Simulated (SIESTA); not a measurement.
Sb under changes of volume

One of the cells (30.206 Å³/atom); the others are scaled copies at fixed shape and fractional positions:

```
Sb
1.0
     2.15420    1.24373    3.75800
    -2.15420    1.24373    3.75800
     0.00000   -2.48746    3.75800
Sb
2
Direct
  0.76651 0.76651 0.76651
  0.23349 0.23349 0.23349
```

* Program: SIESTA 5.4.2
* Functional: LDA
* Potentials or basis: PseudoDojo 0.4 standard (LDA files)
* Basis: DZP (energy shift 0.003 Ry; two zetas on semicore shells)
* Grid cutoff: 500 Ry
* Energy shift: 0.003 Ry
* k mesh: 8 × 8 × 8
* Occupations: fermi-dirac, width 0.05 eV
* Spin: no spin polarisation

| volume (Å³/atom) | energy over the lowest point (meV/atom) | pressure (GPa) | largest force (eV/Å) |
| --- | --- | --- | --- |
| 28.393 | 18.64 | 3.8 | 0.572 |
| 28.998 | 7.20 | 2.3 | 0.452 |
| 29.602 | 1.19 | 0.9 | 0.340 |
| 30.206 | 0.00 | -0.3 | 0.234 |
| 30.810 | 3.14 | -1.4 | 0.137 |
| 31.414 | 10.25 | -2.4 | 0.046 |
| 32.018 | ? | ? | ? |

Task: What does the run at 32.018 Å³/atom give?

Result: Energy over the lowest point 20.85 meV/atom; pressure -3.3 GPa; largest force 0.039 eV/Å.

Worked out: A Birch-Murnaghan fit of order 3 (a polynomial in V^(-2/3)) to the other rows has its minimum at 30.06 Å³/atom with B0 = V·E''(V) = 59 GPa and B' = 4.2 at fixed shape and positions, which overstates the stiffness. It gives 20.87 meV/atom at 32.018 Å³/atom, against the run's 20.85, and -dE/dV = -3.3 GPa, against -3.3.

Energies are extrapolated to zero smearing.

Caveats: the basis of atomic orbitals isn't converged, which shifts pressures, moduli and gaps.
